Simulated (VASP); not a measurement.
A run of VASP 6.6.1 is set up as follows.

The input INCAR:

```
SYSTEM = NiO
PREC = Accurate
ENCUT = 520
EDIFF = 1E-6
ISMEAR = -1
SIGMA = 0.05
LREAL = .False.
LASPH = .True.
NELM = 100
ALGO = Normal
ISIF = 2
LWAVE = .False.
LCHARG = .False.
ISPIN = 2
MAGMOM = 1 0
LORBIT = 11
LMAXMIX = 4
METAGGA = R2SCAN
LMIXTAU = .True.
NBANDS = 19
```

Contents of KPOINTS:

```
Automatic mesh
0
Gamma
  11 11 11
  0 0 0
```

File POSCAR:

```
NiO
1.0
    0.0000000000      2.0859016414      2.0859016414
    2.0859016414      0.0000000000      2.0859016414
    2.0859016414      2.0859016414      0.0000000000
Ni O
1 1
Direct
    0.0000000000      0.0000000000      0.0000000000
    0.5000000000      0.5000000000      0.5000000000
```

Contents of KPOINTS_OPT:

```
path GXWKGLUWLK,UX
20
line-mode
reciprocal
 0.0000000000  0.0000000000  0.0000000000  G
 0.5000000000  0.0000000000  0.5000000000  X

 0.5000000000  0.0000000000  0.5000000000  X
 0.5000000000  0.2500000000  0.7500000000  W

 0.5000000000  0.2500000000  0.7500000000  W
 0.3750000000  0.3750000000  0.7500000000  K

 0.3750000000  0.3750000000  0.7500000000  K
 0.0000000000  0.0000000000  0.0000000000  G

 0.0000000000  0.0000000000  0.0000000000  G
 0.5000000000  0.5000000000  0.5000000000  L

 0.5000000000  0.5000000000  0.5000000000  L
 0.6250000000  0.2500000000  0.6250000000  U

 0.6250000000  0.2500000000  0.6250000000  U
 0.5000000000  0.2500000000  0.7500000000  W

 0.5000000000  0.2500000000  0.7500000000  W
 0.5000000000  0.5000000000  0.5000000000  L

 0.5000000000  0.5000000000  0.5000000000  L
 0.3750000000  0.3750000000  0.7500000000  K

 0.6250000000  0.2500000000  0.6250000000  U
 0.5000000000  0.0000000000  0.5000000000  X
```

Potentials or basis: VASP PAW PBE potentials, release 64 (Ni, O).

Run with:

```bash
$ cat potpaw_PBE.64/Ni/POTCAR potpaw_PBE.64/O/POTCAR > POTCAR
$ mpirun -np 1 vasp_std > vasp.out
```

Q: Predict the pressure.

A: 2.7 GPa.

Q: Estimate the band gap on the k mesh.

A: 0.74 eV, indirect (least direct gap 1.69 eV).

Q: Predict the net moment.

A: 2.00 μB per cell.

Q: Predict the site moments.

A: Ni +1.69; O +0.28 μB.

Levels at the corners of the path, in eV from the valence-band top:
Spin up:
```
point  band 7  band 8  band 9  band 10  band 11  band 12
    Γ   -2.83   -2.83   -2.83     2.20    18.82    19.69
    X   -3.12   -2.19   -2.19     6.83    11.67    12.77
    X   -3.12   -2.19   -2.19     6.83    11.67    12.77
    W   -2.30   -2.19   -1.76     9.27    11.59    11.59
    W   -2.30   -2.19   -1.76     9.27    11.59    11.59
    K   -2.30   -2.01   -1.61     8.54    11.12    11.53
    K   -2.30   -2.01   -1.61     8.54    11.12    11.53
    Γ   -2.83   -2.83   -2.83     2.20    18.82    19.69
    Γ   -2.83   -2.83   -2.83     2.20    18.82    19.69
    L   -1.84    0.00    0.00     6.35    10.97    14.91
    L   -1.84    0.00    0.00     6.35    10.97    14.91
    U   -2.30   -2.01   -1.61     8.54    11.12    11.53
    U   -2.30   -2.01   -1.61     8.54    11.12    11.53
    W   -2.30   -2.19   -1.76     9.27    11.59    11.59
    W   -2.30   -2.19   -1.76     9.27    11.59    11.59
    L   -1.84    0.00    0.00     6.35    10.97    14.91
    L   -1.84    0.00    0.00     6.35    10.97    14.91
    K   -2.30   -2.01   -1.61     8.54    11.12    11.53
    U   -2.30   -2.01   -1.61     8.54    11.12    11.53
    X   -3.12   -2.19   -2.19     6.83    11.67    12.77
```
Spin down:
```csv
point,band 5,band 6,band 7,band 8,band 9,band 10
Γ,-2.14,-2.14,-2.14,0.70,0.70,2.76
X,-3.12,-1.22,-1.22,1.17,1.74,7.47
X,-3.12,-1.22,-1.22,1.17,1.74,7.47
W,-1.40,-1.39,-1.22,1.60,2.28,10.09
W,-1.40,-1.39,-1.22,1.60,2.28,10.09
K,-1.89,-1.34,-1.06,1.83,2.30,9.18
K,-1.89,-1.34,-1.06,1.83,2.30,9.18
Γ,-2.14,-2.14,-2.14,0.70,0.70,2.76
Γ,-2.14,-2.14,-2.14,0.70,0.70,2.76
L,-1.28,-1.28,-0.89,3.50,3.50,6.65
L,-1.28,-1.28,-0.89,3.50,3.50,6.65
U,-1.89,-1.34,-1.06,1.84,2.30,9.18
U,-1.89,-1.34,-1.06,1.84,2.30,9.18
W,-1.40,-1.39,-1.22,1.60,2.28,10.09
W,-1.40,-1.39,-1.22,1.60,2.28,10.09
L,-1.28,-1.28,-0.89,3.50,3.50,6.65
L,-1.28,-1.28,-0.89,3.50,3.50,6.65
K,-1.89,-1.34,-1.06,1.83,2.30,9.18
U,-1.89,-1.34,-1.06,1.84,2.30,9.18
X,-3.12,-1.22,-1.22,1.17,1.74,7.47
```

Caveat: the PAW data sets were made with another functional, which shifts forces and pressure a little; a cell with one magnetic atom can't hold antiferromagnetic order, which such compounds often take. r2SCAN opens gaps a little over a GGA but as a rule still falls short of measured ones.
